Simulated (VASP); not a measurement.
Given:

```
CELL_PARAMETERS angstrom
      4.43274     0.00000     0.00000
      0.00000     4.43274     0.00000
      0.00000     0.00000     3.07680
ATOMIC_POSITIONS crystal
  Ru 0.50000 0.50000 0.50000
  Ru 0.00000 0.00000 0.00000
  O  0.80544 0.19456 0.50000
  O  0.19456 0.80544 0.50000
  O  0.30544 0.30544 0.00000
  O  0.69456 0.69456 0.00000
```

Calculation: PBE GGA, VASP's PBE PAW potentials (set 64) (plane waves; VASP). Settings: 400 eV cut-off, 6×6×9 Γ-centred mesh, Gaussian smearing of 0.10 eV, potentials Ru_pv O.

At this cut-off the stress carries a Pulay error, which pulls relaxed volumes low. Energy and stress use the plane-wave basis of the starting cell.

### Question
The ions, cell shape and volume are relaxed. Give the cell that the relaxation ends in.

### Answer

```
CELL_PARAMETERS angstrom
      4.46949     0.00000     0.00000
      0.00000     4.46949     0.00000
      0.00000     0.00000     3.10556
ATOMIC_POSITIONS crystal
  Ru 0.50000 0.50000 0.50000
  Ru 0.00000 0.00000 0.00000
  O  0.80587 0.19413 0.50000
  O  0.19413 0.80587 0.50000
  O  0.30587 0.30587 0.00000
  O  0.69413 0.69413 0.00000
```
Space group P4_2/mnm (136), at a tolerance of 0.03 Å.

### Question
How do energy and volume change from the first to the last step?

### Answer
The energy (σ→0) changes by -7.4 meV/atom and the volume by +2.6 %, in 9 ionic steps.

The structure comes from a computed database's RuO2 entry; how it stands against other phases isn't given here. This run relaxes it. Symmetry was kept, so distortions that lower it aren't found. The run is one of a series of settings (EDIFFG = -0.01, IBRION = 2, ISIF = 3, NSW = 50 against the base run), some of them coarse on purpose.
